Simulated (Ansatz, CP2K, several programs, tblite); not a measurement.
Energy against volume for CaSe, CsCl type, at fixed shape and fractional coordinates, computed by several methods (PBE and r2SCAN, where shown, with plane waves in Ansatz); the cell shown is that of r2SCAN. Space group Pm-3m (No. 221), cubic; conventional cell a = 3.635 Å, 24.01 Å³ an atom. Around Ca lie 8 Se at 3.15 Å; around Se lie 8 Ca at 3.15 Å. Note: simulated data, non-magnetic, for a generated structure that need not be the stable one. Energies count from each curve's lowest point; fits are third-order Birch-Murnaghan.

Space group Pm-3m (No. 221). a = 3.635 Å, b = 3.635 Å, c = 3.635 Å, α = 90.00°, β = 90.00°, γ = 90.00°

| atom | site | symmetry | x | y | z |
| --- | --- | --- | --- | --- | --- |
| Ca | 1a | m-3m | 0.0000 | 0.0000 | 0.0000 |
| Se | 1b | m-3m | 0.5000 | 0.5000 | 0.5000 |

GFN1-xTB (tblite), on the shape of the cell shown, as a cluster of 54 atoms at the zone centre:
```
V (Å³/atom)  E (meV/atom)
     21.129          0.00
     22.570         13.35
     24.011         57.56
     25.451        123.39
     26.892        204.53
```
This method closes the gap of a crystal that DFT finds insulating, so its curve rests on a wrong state.
The lowest point is an end point, so the minimum isn't bracketed.

PBE/SZV (CP2K), on the shape of the cell shown:

| V (Å³/atom) | E (meV/atom) |
| --- | --- |
| 21.129 | 443.78 |
| 22.570 | 254.40 |
| 24.011 | 127.22 |
| 25.451 | 46.37 |
| 26.892 | 0.00 |

The lowest point is an end point, so the minimum isn't bracketed.

GFN2-xTB (tblite), on the shape of the cell shown, as a cluster of 54 atoms at the zone centre:
```csv
V (Å³/atom),E (meV/atom)
21.129,199.34
22.570,114.78
24.011,58.77
25.451,22.13
26.892,0.00
```
The lowest point is an end point, so the minimum isn't bracketed.

Task: PBE/DZVP (CP2K), on the shape of the cell shown, gives
```csv
V (Å³/atom),E (meV/atom)
21.129,107.55
22.570,33.47
24.011,1.20
25.451,0.00
26.892,21.90
```
What equilibrium volume and bulk modulus follow?

Result: V₀ = 24.78 Å³ an atom and B₀ = 50 GPa.

light PBE (260 eV, its own mesh), on the shape of the cell shown:

| V (Å³/atom) | E (meV/atom) |
| --- | --- |
| 22.090 | 46.26 |
| 23.050 | 17.18 |
| 24.011 | 4.60 |
| 24.971 | 0.00 |
| 25.932 | 22.48 |
| 26.892 | 35.39 |

The points scatter about a smooth fit, as a low cutoff and a light mesh can make them, so no fit is quoted.

Spin-orbit coupling is left out.
